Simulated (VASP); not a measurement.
Input of a VASP 6.6.1 run:

File INCAR:

```
PREC = Accurate
ENCUT = 600
EDIFF = 1E-7
ISMEAR = -1
SIGMA = 0.05
LREAL = F
LASPH = T
NELM = 100
ALGO = Normal
ISIF = 3
LWAVE = F
LCHARG = F
GGA = B5
ALDAX = 1.0
AGGAX = 1.0
AGGAC = 1.0
ALDAC = 0.0
IVDW = 13
VDW_S6 = 1.0
VDW_S8 = 2.34076671
VDW_A1 = 0.44488865
VDW_A2 = 4.0933009
IBRION = 2
NSW = 40
EDIFFG = -0.01
```

KPOINTS

```
Automatic mesh
0
Gamma
  6 6 9
```

File POSCAR:

```
TiO2
1.0
    4.5998373239      0.0000000000      0.0000000000
    0.0000000000      4.5998373239      0.0000000000
    0.0000000000      0.0000000000      2.9592135600
Ti O
2 4
Direct
    0.0000000000      0.0000000000      0.5000000000
    0.5000000000      0.5000000000      0.0000000000
    0.3043213200      0.3043213200      0.5000000000
    0.1956786800      0.8043213200      0.0000000000
    0.8043213200      0.1956786800      0.0000000000
    0.6956786800      0.6956786800      0.5000000000
```

Potentials or basis: VASP PAW PBE potentials, release 64 (Ti_sv, O).

Launch:

```console
$ cat potpaw_PBE.64/Ti_sv/POTCAR potpaw_PBE.64/O/POTCAR > POTCAR
$ mpirun -np 1 vasp_std > vasp.out
```

(1) Estimate the band gap on the k mesh.

(2) Estimate the relaxed cell.

(3) What does it give for the relaxed volume?

Answers

(1) 1.80 eV, direct.

(2) a = 4.618 Å, b = 4.618 Å, c = 2.972 Å, α = 90.00°, β = 90.00°, γ = 90.00°.

(3) 10.56 Å³/atom.

Caveat: the PAW data sets were made with another functional, which shifts forces and pressure a little; an odd mesh through Γ misses points on the zone boundary, where band edges often lie.
